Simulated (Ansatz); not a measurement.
The system is Mg.

```
Mg
1.0
     3.20930    0.00000    0.00000
    -1.60465    2.77934    0.00000
     0.00000    0.00000    5.21030
Mg
2
Direct
  0.66667 0.33333 0.75000
  0.33333 0.66667 0.25000
```

```yaml
Program: Ansatz 0.2.0
Task: relaxation of cell and atoms
Functional: r2SCAN
Dispersion: D3(BJ)
Potentials_or_basis: Ansatz PAW
Cutoff: "500 eV (not typed: the program's choice for these potentials)"
k_mesh: 10 × 10 × 5
Occupations: fermi-dirac, width 0.05 eV
Spin: no spin polarisation
```

At the start: volume 23.24 Å³/atom.

Where does the relaxation end?

It ends after 7 steps and the volume is 22.07 Å³/atom (-5.0 %); space group P6_3/mmc (No. 194, to 0.05 Å).

The path:
```tsv
step	energy change (eV)	largest force (eV/Å)	volume (Å³)
1	0.0000	0.0000	46.47
2	-0.0168	0.0000	44.40
3	-0.0178	0.0000	44.01
4	-0.0182	0.0000	43.93
5	-0.0183	0.0000	44.08
6	-0.0183	0.0000	44.15
7	-0.0178	0.0000	44.15
```

Final structure:
```
CELL_PARAMETERS angstrom
3.12746 0.00000 0.00000
-1.56373 2.70846 0.00000
0.00000 0.00000 5.21182
ATOMIC_POSITIONS crystal
Mg 0.66667 0.33333 0.75000
Mg 0.33333 0.66667 0.25000
```

Caveat: the plane-wave basis is chosen anew once the cell has moved, so the energies of steps on either side of that aren't comparable; the PAW data sets come from PBE, with cores solved anew for the run's functional, which leaves a small shift of forces and pressure; the dispersion damping was fitted for another functional or another form of the correction.
